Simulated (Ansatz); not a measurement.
# Debugging a calculation of SiO2

The input below was meant for crystalline SiO2, with PBE, plane waves and PAW in Ansatz.

```yaml
crystal:
  lattice:
    - [5.0605222284, 0.0, 0.0]
    - [-2.5302611142, 4.3825408062, 0.0]
    - [0.0, 0.0, 5.54135331]
  atoms:
    - { symbol: Si, position: [0.0, 0.5, 0.3333333333] }
    - { symbol: Si, position: [0.5, 0.5, 0.6666666667] }
    - { symbol: Si, position: [0.5, 0.0, 0.0] }
    - { symbol: O, position: [0.58278926, 0.79139463, 0.8333333333] }
    - { symbol: O, position: [0.79139463, 0.58278926, 0.5] }
    - { symbol: O, position: [0.79139463, 0.20860537, 0.1666666667] }
    - { symbol: O, position: [0.41721074, 0.20860537, 0.8333333333] }
    - { symbol: O, position: [0.20860537, 0.41721074, 0.5] }
    - { symbol: O, position: [0.20860537, 0.79139463, 0.1666666667] }
total_charge: -1
basis:
  ecutwfc: 420
kpoints:
  mp_grid: { grid: [6, 6, 4] }
hamiltonian:
  xc: pbe
scf:
  occupations: { method: fixed }
output:
  forces: true
  stress: true
  eigenvalues: true
```

Command:

```bash
ansatz run input.yaml --threads 2 --pin off --max-ram 5120MiB --backend cpu --events-out ev --progress --plain --runs-dir out
```

Output, shortened:

```text
Error: inconsistent input (scf.occupations.method, magnetization): a σ = 0 step fill (method: fixed, or a smearing width below the step floor) cannot realise an odd electron count (49) without a locked total moment — the per-k integer fill puts the same N_el/2 bands in each spin channel …
```

**Question.** Why did this happen?

**Answer.** The fault is a charge on a gapped cell under fixed occupations. An odd number of electrons can't fill whole bands in two equal spin channels. The cure is a smearing, or a spin lock.

Fix:

```diff
 scf:
-  occupations: { method: fixed }
+  occupations: { method: gaussian, width: 0.05 }
```

With the mended input the run converges and gives a largest force of 0.564 eV/Å, no gap.

The mended run took 2.1 s on 2 threads of Intel(R) Xeon(R) 6975P-C (Granite Rapids) (shared host), peak memory 0.41 GiB.